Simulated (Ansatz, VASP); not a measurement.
## AlNi3 in VASP and in Ansatz

Contents of INCAR:

```
SYSTEM = AlNi3
  ALGO = Normal
  EDIFF = 1E-6
  ENCUT = 520
  GGA = PE
  ISIF = 2
  ISMEAR = 0
  LASPH = .TRUE.
  LCHARG = .FALSE.
  LDAU = .TRUE.
  LDAUJ = 0 0
  LDAUL = -1 2
  LDAUPRINT = 1
  LDAUTYPE = 2
  LDAUU = 0 4.7
  LMAXMIX = 4
  LREAL = .FALSE.
  LWAVE = .FALSE.
  NBANDS = 24
  NELM = 150
  PREC = Accurate
  SIGMA = 0.1
```

The input KPOINTS:

```
k-points
0
G
  2 2 2
  0 0 0
```

The input POSCAR:

```
AlNi3
1.0
    3.5230547267      0.0000000000      0.0000000000
    0.0000000000      3.5230547267      0.0000000000
    0.0000000000      0.0000000000      3.5230547267
Al Ni
1 3
Direct
    0.0000000000      0.0000000000      0.0000000000
    0.0000000000      0.5000000000      0.5000000000
    0.5000000000      0.0000000000      0.5000000000
    0.5000000000      0.5000000000      0.0000000000
```

Input for Ansatz:

```yaml
crystal:
  lattice:
    - [3.5230547267, 0.0, 0.0]
    - [0.0, 3.5230547267, 0.0]
    - [0.0, 0.0, 3.5230547267]
  atoms:
    - { symbol: Al, position: [0.0, 0.0, 0.0] }
    - { symbol: Ni, position: [0.0, 0.5, 0.5] }
    - { symbol: Ni, position: [0.5, 0.0, 0.5] }
    - { symbol: Ni, position: [0.5, 0.5, 0.0] }
basis:
  ecutwfc: 420
kpoints:
  mp_grid: { grid: [2, 2, 2] }
hamiltonian:
  xc: pbe
  hubbard: { sites: [{ species: Ni, l: d, u_eff: 4.7 }] }
scf:
  occupations: { method: gaussian, width: 0.1 }
output:
  forces: true
  stress: true
  eigenvalues: true
```

Alike in both runs: task single point; functional PBE; k mesh 2 × 2 × 2; occupations gaussian, width 0.1 eV; no spin polarisation; Hubbard terms Ni d U = 4.7 eV.

|  | VASP | Ansatz |
| --- | --- | --- |
| version | VASP 6.6.1 | Ansatz 0.2.0 |
| potentials or method | VASP PAW PBE potentials, release 64 (Al, Ni) | scalar-relativistic, plane waves, PAW |
| plane-wave cutoff (eV) | 520 | 420 |
| valence electrons in the cell | 33 | 57 |

|  | VASP | Ansatz | Ansatz less VASP |
| --- | --- | --- | --- |
| gap on the k mesh at the Fermi level (eV) | none | none | - |
| pressure (GPa) | -2.3 | 6.8 | +9.01 |

The programs project onto different local orbitals, so the same U acts differently. A gap of «none» marks a metal or a gap that the smearing closes. The two sets of potentials don't hold the same shells in valence. Ansatz warned: «filled_band_counts_differ_across_k_points».

Caveats: the k mesh is coarse (spacing up to 0.89 Å⁻¹), so the values aren't converged; U without spin polarisation on a metal has little footing; the U is typed as a test and isn't derived for this compound. Spin polarisation is off, so any magnetic state and its effect on volume and gap are missing.
